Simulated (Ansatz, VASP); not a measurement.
## Ge: VASP beside Ansatz

File INCAR:

```
  ALGO = Normal
  EDIFF = 1E-6
  EDIFFG = -0.02
  ENCUT = 600
  GGA = RE
  IBRION = 2
  ISIF = 3
  ISMEAR = -1
  LASPH = T
  LCHARG = F
  LREAL = F
  LWAVE = F
  NELM = 100
  NSW = 40
  PREC = Accurate
  SIGMA = 0.05
```

The input KPOINTS:

```
k-points
0
Gamma
  5 5 10
```

The input POSCAR:

```
Ge
1.0
    5.2405800000      0.0000000000      0.0000000000
    0.0000000000      5.2405800000      0.0000000000
    0.0000000000      0.0000000000      2.6553600000
Ge
3
Direct
    0.0000000000      0.0000000000      0.0000000000
    0.0000000000      0.5000000000      0.0000000000
    0.5000000000      0.0000000000      0.0000000000
```

File input.yaml:

```yaml
crystal:
  lattice:
    - [5.24058, 0.0, 0.0]
    - [0.0, 5.24058, 0.0]
    - [0.0, 0.0, 2.65536]
  atoms:
    - { symbol: Ge, position: [0.0, 0.0, 0.0] }
    - { symbol: Ge, position: [0.0, 0.5, 0.0] }
    - { symbol: Ge, position: [0.5, 0.0, 0.0] }
hamiltonian:
  xc: revpbe
  pseudopotentials: { kind: paw }
kpoints:
  mp_grid: { grid: [5, 5, 10] }
scf:
  occupations: { method: fermi_dirac, width: 0.05 }
output:
  forces: true
  stress: true
  eigenvalues: true
  write_density: true
  write_potential: true
  elf: true
  volumetric_format: npy
relax:
  f_tol: 0.01
  max_steps: 40
  cell: { stress_tol: 0.05 }
```

The cell was built by a generator and needn't be a form met in nature.

Alike in both runs: task relaxation of cell and atoms; functional revPBE; k mesh 5 × 5 × 10; occupations fermi-dirac, width 0.05 eV; no spin polarisation.

|  | VASP | Ansatz |
| --- | --- | --- |
| version | VASP 6.6.1 | Ansatz 0.2.0 |
| potentials or method | VASP PAW PBE potentials, release 64 (Ge_d) | Ansatz PAW |
| plane-wave cutoff (eV) | 600 | 420 |
| valence electrons in the cell | 42 | 42 |

Ansatz gave:

* gap on the k mesh at the Fermi level, each at its own relaxed structure (eV): none
* relaxed volume (Å³/atom): 24.72
* relaxed cell length with the largest relative difference (Å): 5.268
* energy change over the relaxation (meV/atom): -1

Task: Estimate VASP's values.

Result: gap on the k mesh at the Fermi level, each at its own relaxed structure (eV): none; relaxed volume (Å³/atom): 24.69; relaxed cell length with the largest relative difference (Å): 5.265; energy change over the relaxation (meV/atom): -1.

A gap of «none» marks a metal or a gap that the smearing closes.

Caveats: the PAW data sets were made with another functional, which shifts forces and pressure a little (VASP); the plane-wave basis is chosen anew once the cell has moved, so the energies of steps on either side of that aren't comparable (Ansatz); the PAW data sets come from PBE, with cores solved anew for the run's functional, which leaves a small shift of forces and pressure (Ansatz).
